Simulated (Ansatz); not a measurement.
Input of an Ansatz 0.2.0 run:

The input input.yaml:

```yaml
crystal:
  lattice:
    - [3.2274645616, 0.0, 0.0]
    - [-1.6137322808, 2.7950663001, 0.0]
    - [0.0, 0.0, 6.31247342]
  atoms:
    - { symbol: Mo, position: [0.0, 0.0, 0.5] }
    - { symbol: S, position: [0.6666666667, 0.3333333333, 0.74468068] }
    - { symbol: S, position: [0.3333333333, 0.6666666667, 0.25531932] }
hamiltonian:
  xc: blyp
  pseudopotentials: { kind: paw }
  dispersion: d4
kpoints:
  mp_grid: { grid: [9, 9, 4] }
scf:
  occupations: { method: fermi_dirac, width: 0.05 }
output:
  forces: true
  stress: true
relax:
  f_tol: 0.01
  max_steps: 40
  cell: { stress_tol: 0.05 }
```

Potentials or basis: Ansatz PAW.

Run with:

```sh
$ ansatz run input.yaml --threads 2 --pin off --max-ram 5632MiB --backend cpu --events-out ev --progress --plain --runs-dir out
```

Task: What does it give for the relaxed volume?

Result: 17.39 Å³/atom.

Task: Predict the space group after relaxing (to 0.05 Å).

Result: P-3m1 (No. 164).

Final structure:
```
Mo S
1.0
     3.24904    0.00000    0.00000
    -1.62452    2.81375    0.00000
     0.00000    0.00000    5.70595
Mo S
1 2
Direct
  0.00000 0.00000 0.50000
  0.66667 0.33333 0.77199
  0.33333 0.66667 0.22801
```

Caveat: the PAW data sets come from PBE, with cores solved anew for the run's functional, which leaves a small shift of forces and pressure.
